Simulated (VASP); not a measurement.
ScAl3:

```
CELL_PARAMETERS angstrom
4.08781 0.00000 0.00000
0.00000 4.08781 0.00000
0.00000 0.00000 4.08781
ATOMIC_POSITIONS crystal
Sc 0.00000 0.00000 0.00000
Al 0.50000 0.50000 0.00000
Al 0.00000 0.50000 0.50000
Al 0.50000 0.00000 0.50000
```

The cell is a database's computed one.

```yaml
Program: VASP 6.6.1
Task: relaxation of cell and atoms
Functional: PBEsol
Dispersion: D3(BJ)
Potentials_or_basis: VASP PAW PBE potentials, release 64 (Sc_sv, Al)
Cutoff: 600 eV
k_mesh: 7 × 7 × 7
Occupations: fermi-dirac, width 0.05 eV
Spin: no spin polarisation
```

At the start: pressure -4.5 GPa; volume 17.08 Å³/atom.

Q: How do energy, volume and symmetry change on relaxing?

A: Over 3 steps the energy falls by 12.0 meV/atom and the volume is 16.25 Å³/atom (-4.8 %); space group Pm-3m (No. 221, to 0.05 Å).

The path:
```
step  energy change (eV)  largest force (eV/Å)  pressure (GPa)  volume (Å³)
   1              0.0000                0.0000           -4.47        68.31
   2             -0.0394                0.0000            2.17        63.70
   3             -0.0480                0.0000            0.00        65.01
```

Final structure:
```
Sc Al
1.0
     4.02101    0.00000    0.00000
     0.00000    4.02101    0.00000
     0.00000    0.00000    4.02101
Sc Al
1 3
Direct
  0.00000 0.00000 0.00000
  0.50000 0.50000 0.00000
  0.00000 0.50000 0.50000
  0.50000 0.00000 0.50000
```

Caveat: the PAW data sets were made with another functional, which shifts forces and pressure a little; pairwise dispersion overbinds metals, which lowers pressure and volume.
